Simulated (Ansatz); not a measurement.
BeSe (started from an entry of an open crystallographic database), 2 atoms and 18 valence electrons in a cell of about 34 Å³, was run 20 times in Ansatz, each time on 2 threads of Arm Neoverse V1 (shared host). The times are single readings and vary with the host's load.

```tsv
run	k mesh	irreducible k	cutoff (eV)	plane waves	bands	SCF iterations	wall time	peak host memory (GiB)
relaxation, PBE	8×8×8	29	420	645	13	26	3.9 s	0.31
relaxation, r2SCAN	8×8×8	29	500	893	13	18	?	?
bands, PBE	8×8×8	29	420	645	13	6	?	?
single point, r2SCAN	8×8×8	29	500	893	13	6	?	?
single point, HSE06	6×6×6	16	420	645	13	11	36 s	1
single point, PBE+SOC	8×8×8	29	420	645	26	6	?	?
single point, PBE0	6×6×6	16	420	645	13	13	?	?
single point, LDA	8×8×8	29	420	645	13	6	1.1 s	0.28
G0W0, PBE, 102 empty bands, 120 eV	6×6×6	16	420	645	13	6	?	?
relaxation, PBEsol	8×8×8	29	420	645	13	20	2.6 s	0.3
Γ phonons, PBEsol	8×8×8	95	420	645	13	10	?	?
field response, r2SCAN	8×8×8	95	500	893	13	10	45 s	0.67
field response, PBE	8×8×8	95	420	645	13	11	17 s	0.43
G0W0, PBE, 254 empty bands, 220 eV	6×6×6	16	420	645	13	6	?	?
single point, DDH-PBE0	6×6×6	16	420	645	13	10	42 s	1.1
relaxation, LDA	8×8×8	29	420	645	13	23	3 s	0.29
single point, HSE06+SOC	6×6×6	16	420	645	26	11	2.8 min	1.7
relaxation, HSE06	6×6×6	16	420	645	13	46	51 s	1.1
single point, Hartree-Fock	6×6×6	16	420	645	13	19	?	?
single point, LC-ωPBE	6×6×6	16	420	645	13	13	?	?
```

(1) What time and memory did the runs marked ? need?

Answers

(1)
```
                               run  wall time  peak host memory (GiB)
             single point, LC-ωPBE       20 s                     1.2
G0W0, PBE, 254 empty bands, 220 eV    3.9 min                    0.59
G0W0, PBE, 102 empty bands, 120 eV       33 s                    0.34
                        bands, PBE      1.4 s                    0.29
             single point, PBE+SOC      5.1 s                    0.39
              single point, r2SCAN      2.3 s                    0.37
                 Γ phonons, PBEsol       21 s                    0.45
                single point, PBE0       35 s                       1
        single point, Hartree-Fock       38 s                       1
                relaxation, r2SCAN      6.2 s                    0.38
```

Only the levels marked +SOC include spin-orbit coupling.
